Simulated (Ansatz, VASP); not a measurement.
## Al2Cu: VASP beside Ansatz

INCAR

```
SYSTEM = Al2Cu
  PREC = Accurate
  ENCUT = 520
  EDIFF = 1E-6
  ISMEAR = 0
  SIGMA = 0.1
  LREAL = .FALSE.
  LASPH = .TRUE.
  NELM = 100
  ALGO = Normal
  ISIF = 2
  LWAVE = .FALSE.
  LCHARG = .FALSE.
  GGA = PE
  NBANDS = 26
```

File KPOINTS:

```
Automatic mesh
0
G
  4 4 4
  0 0 0
```

The input POSCAR:

```
Al2Cu
1.0
   -3.0335000000      3.0335000000      2.4385000000
    3.0335000000     -3.0335000000      2.4385000000
    3.0335000000      3.0335000000     -2.4385000000
Al Cu
4 2
Direct
    0.1581000000      0.6581000000      0.8162000000
    0.6581000000      0.8419000000      0.5000000000
    0.8419000000      0.3419000000      0.1838000000
    0.3419000000      0.1581000000      0.5000000000
    0.7500000000      0.7500000000      0.0000000000
    0.2500000000      0.2500000000      0.0000000000
```

Input for Ansatz:

```yaml
crystal:
  lattice:
    - [-3.0335, 3.0335, 2.4385]
    - [3.0335, -3.0335, 2.4385]
    - [3.0335, 3.0335, -2.4385]
  atoms:
    - { symbol: Al, position: [0.1581, 0.6581, 0.8162] }
    - { symbol: Al, position: [0.6581, 0.8419, 0.5] }
    - { symbol: Al, position: [0.8419, 0.3419, 0.1838] }
    - { symbol: Al, position: [0.3419, 0.1581, 0.5] }
    - { symbol: Cu, position: [0.75, 0.75, 0.0] }
    - { symbol: Cu, position: [0.25, 0.25, 0.0] }
basis:
  ecutwfc: 420
kpoints:
  mp_grid: { grid: [4, 4, 4] }
hamiltonian:
  xc: pbe
scf:
  occupations: { method: gaussian, width: 0.1 }
output:
  forces: true
  stress: true
  eigenvalues: true
```

Alike in both runs: task single point; functional PBE; k mesh 4 × 4 × 4; occupations gaussian, width 0.1 eV; no spin polarisation.

```csv
,VASP,Ansatz
version,VASP 6.6.1,Ansatz 0.2.0
potentials or method,"VASP PAW PBE potentials, release 64 (Al, Cu)","scalar-relativistic, plane waves, PAW"
plane-wave cutoff (eV),520,420
valence electrons in the cell,34,50
```

VASP gave:

- gap on the k mesh at the Fermi level (eV): none
- pressure (GPa): -0.2
- largest component of the traceless stress (GPa): 3.16
- rms of the force components (eV/Å): 0.019

**Question.** Estimate Ansatz's values.

**Answer.** gap on the k mesh at the Fermi level (eV): none; pressure (GPa): -0.3; largest component of the traceless stress (GPa): 3.15; rms of the force components (eV/Å): 0.015.

Atom by atom the forces differ by 0.003 eV/Å (rms over components). A gap of «none» marks a metal or a gap that the smearing closes. The two sets of potentials don't hold the same shells in valence.

Caveats: the k mesh is coarse (spacing up to 0.41 Å⁻¹), so the values aren't converged.
